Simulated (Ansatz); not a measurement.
Cu Kα1 powder pattern (kinematic, no thermal factors).
```csv
2θ (°),relative intensity
12.41,17
18.66,6
24.97,14
28.75,1
29.44,100
31.36,2
31.42,28
34.50,5
38.44,1
43.06,31
44.46,8
48.21,29
50.93,29
52.64,2
53.81,3
54.71,3
57.54,9
59.81,8
59.92,12
61.04,1
61.08,4
62.97,1
66.20,3
68.84,7
69.88,12
72.74,8
72.96,1
72.99,2
80.97,1
82.35,3
82.45,10
83.46,3
87.37,2
87.97,3
88.07,1
```

The pattern is computed from a structure relaxed with Ansatz 0.2.0, DFT PBE+D3(BJ), scalar-relativistic, plane waves, PAW. No spin polarisation. Its elements are Ge, S.

Problem. Give the structure.

Solution. Ge₃S₄.
Space group P-3m1 (No. 164). a = 3.583 Å, b = 3.583 Å, c = 14.252 Å, α = 90.00°, β = 90.00°, γ = 120.00°
```tsv
atom	site	symmetry	x	y	z
Ge	2d	3m.	0.6667	0.3333	0.2240
Ge	1b	-3m.	0.0000	0.0000	0.5000
S	2d	3m.	0.3333	0.6667	0.9200
S	2c	3m.	0.0000	0.0000	0.3161
```

A pattern alone doesn't exclude other cells with like lines; this is the one computed.

It was reached by relaxing an invented guess, and it needn't be the stable form of this composition.
